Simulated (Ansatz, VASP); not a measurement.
Two plane-wave programs on Ta

```
Ta
1.0
     4.63721    0.00000    0.00000
    -2.31861    4.01594    0.00000
     0.00000    0.00000    5.33556
Ta
4
Direct
  0.33333 0.66667 0.49991
  0.66667 0.33333 0.99991
  0.66667 0.33333 0.50009
  0.33333 0.66667 0.00009
```

Alike in both runs: functional r2SCAN; k mesh 6 × 6 × 4; occupations gaussian, width 0.1 eV; no spin polarisation.

Ansatz relaxed the structure, and its values are those at the end. VASP's run is a single point on that final structure, the one shown.

|  | VASP | Ansatz |
| --- | --- | --- |
| version | VASP 6.6.1 | Ansatz 0.2.0 |
| potentials or method | VASP PAW PBE potentials, release 64 (Ta_pv) | scalar-relativistic, plane waves, PAW |
| plane-wave cutoff (eV) | 520 | 500 |
| valence electrons in the cell | 44 | 52 |

|  | VASP | Ansatz | Ansatz less VASP |
| --- | --- | --- | --- |
| gap on the k mesh at the Fermi level (eV) | none | none | - |
| pressure (GPa) | 0.4 | 0.0 | -0.42 |
| rms of the force components (eV/Å) | 0.010 | 0.010 | 0.0000 |

A gap of «none» marks a metal or a gap that the smearing closes. The two sets of potentials don't hold the same shells in valence.

Caveats: the PAW data sets were made with another functional, which shifts forces and pressure a little (VASP). The runs have no spin-orbit coupling, so splittings on Ta are missing.
